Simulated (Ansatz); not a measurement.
Formation energy of GaN

Computed with Ansatz (plane waves, PAW, 420 eV cutoff): PBEsol, scalar-relativistic, no spin polarisation, Γ-centred 12×12×6 mesh, 0.05 eV Gaussian smearing. The datasets are Ansatz's generated set soft_2.

The chain of runs began from a cell as deposited in COD, expanded in volume. Of that entry: the entry's cell lengths or inner coordinates differ somewhat from later room-temperature determinations.

The structure is hexagonal, space group P6_3mc (No. 186). The conventional cell has a = 3.183 Å, b = 3.183 Å, c = 5.185 Å, α = 90.00°, β = 90.00°, γ = 120.00°. Ga (site symmetry 3m) is surrounded by 4 N at 1.95 Å. Around N (site symmetry 3m) lie 4 Ga at 1.95 Å. (Shells end 15 % past the nearest neighbour.)

The elements were computed in their standard states (gases as isolated molecules) with the same datasets, cutoff and functional. Total energies depend on the potentials used, so only differences within one code and one set of settings carry meaning.

Energy of the relaxed cell (4 atoms, smearing extrapolated to zero): -8245.694 eV. Elements, in eV/atom: Ga -3743.203, N -378.472.

What is the formation energy?

[-8245.694 − (2 × -3743.203 + 2 × -378.472)] / 4 = -0.59 eV/atom, or -57 kJ per mole of atoms.

The value is for 0 K, without zero-point energy and without any correction for the binding of gas molecules. The functional's error in the binding of N₂ enters directly. A negative value shows stability against the elements alone, not against other compounds or structures.

Formal charges Ga³⁺, N³⁻ balance and leave closed shells on every ion, so a band insulator is expected, and the gap is 1.87 eV.

Kohn–Sham gaps of semilocal functionals lie under measured ones, often by a third or more.
